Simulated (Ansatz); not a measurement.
**Ti under changes of volume**

One of the cells (16.731 Å³/atom); the others are scaled copies at fixed shape and fractional positions:

```xyz
1
Lattice="0.0000 2.0300 2.0300 2.0300 0.0000 2.0300 2.0300 2.0300 0.0000" Properties=species:S:1:pos:R:3 pbc="T T T"
Ti    0.0000    0.0000    0.0000
```

This isn't the form of Ti at room conditions, which is hcp.

- Program: Ansatz 0.2.0
- Functional: LDA
- Potentials or basis: Ansatz PAW
- Cutoff: 420 eV (not typed: the program's choice for these potentials)
- k mesh: 11 × 11 × 11
- Occupations: fermi-dirac, width 0.05 eV
- Spin: no spin polarisation

| volume (Å³/atom) | energy over the lowest point (meV/atom) | pressure (GPa) |
| --- | --- | --- |
| 15.727 | 1.34 | 2.1 |
| 16.062 | 0.00 | -0.5 |
| 16.396 | 4.02 | -2.9 |
| 16.731 | 12.88 | -5.1 |
| 17.065 | 26.11 | -7.1 |
| 17.400 | 43.29 | -8.9 |
| 17.735 | ? | ? |

**Question.** What does the run at 17.735 Å³/atom give?

**Answer.** Energy over the lowest point 64.06 meV/atom; pressure -10.6 GPa.

Worked out: A Birch-Murnaghan fit of order 3 (a polynomial in V^(-2/3)) to the other rows has its minimum at 15.97 Å³/atom with B0 = V·E''(V) = 126 GPa and B' = 3.9. It gives 64.05 meV/atom at 17.735 Å³/atom, against the run's 64.06, and -dE/dV = -10.7 GPa, against -10.6.

Energies are extrapolated to zero smearing.

Caveats: the PAW data sets come from PBE, with cores solved anew for the run's functional, which leaves a small shift of forces and pressure.
